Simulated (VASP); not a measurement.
Input of a VASP 6.6.1 run:

File INCAR:

```
PREC = Accurate ; ENCUT = 520
EDIFF = 1E-7 ; ISMEAR = 0
SIGMA = 0.02 ; LREAL = False
LASPH = True ; NELM = 100
ALGO = Normal ; ISIF = 3
LWAVE = False ; LCHARG = False
GGA = PE ; IBRION = 2
NSW = 80 ; EDIFFG = -0.002
KPAR = 4
```

The input KPOINTS:

```
regular mesh
0
Gamma
  10 10 10
```

The input POSCAR:

```
CdS
1.0
    0.0000000000      2.9165000000      2.9165000000
    2.9165000000      0.0000000000      2.9165000000
    2.9165000000      2.9165000000      0.0000000000
Cd S
1 1
Direct
    0.0000000000      0.0000000000      0.0000000000
    0.2500000000      0.2500000000      0.2500000000
```

Potentials or basis: VASP PAW PBE potentials, release 64 (Cd, S).

Command:

```sh
$ cat potpaw_PBE.64/Cd/POTCAR potpaw_PBE.64/S/POTCAR > POTCAR
$ mpirun -np 4 vasp_std > vasp.out
```

Question: What does it give for the relaxed cell?

Answer: a = 4.198 Å, b = 4.198 Å, c = 4.198 Å, α = 60.00°, β = 60.00°, γ = 60.00°.

Question: Predict the band gap on the k mesh.

Answer: 1.03 eV, direct.

Question: Estimate the space group after relaxing (to 0.05 Å).

Answer: F-43m (No. 216).

Question: What does it give for the relaxed volume?

Answer: 26.16 Å³/atom.

Final structure:
```cif
data_structure
_symmetry_space_group_name_H-M 'P 1'
_symmetry_Int_Tables_number 1
_cell_length_a 4.1980
_cell_length_b 4.1980
_cell_length_c 4.1980
_cell_angle_alpha 60.000
_cell_angle_beta 60.000
_cell_angle_gamma 60.000
_cell_volume 52.31
loop_
_atom_site_label
_atom_site_type_symbol
_atom_site_fract_x
_atom_site_fract_y
_atom_site_fract_z
_atom_site_occupancy
Cd1 Cd 0.00000 0.00000 0.00000 1
S1 S 0.25000 0.25000 0.25000 1
```

PBE gaps usually lie below the measured ones, often by a third to a half. PBE usually gives volumes a little too large and moduli too small.
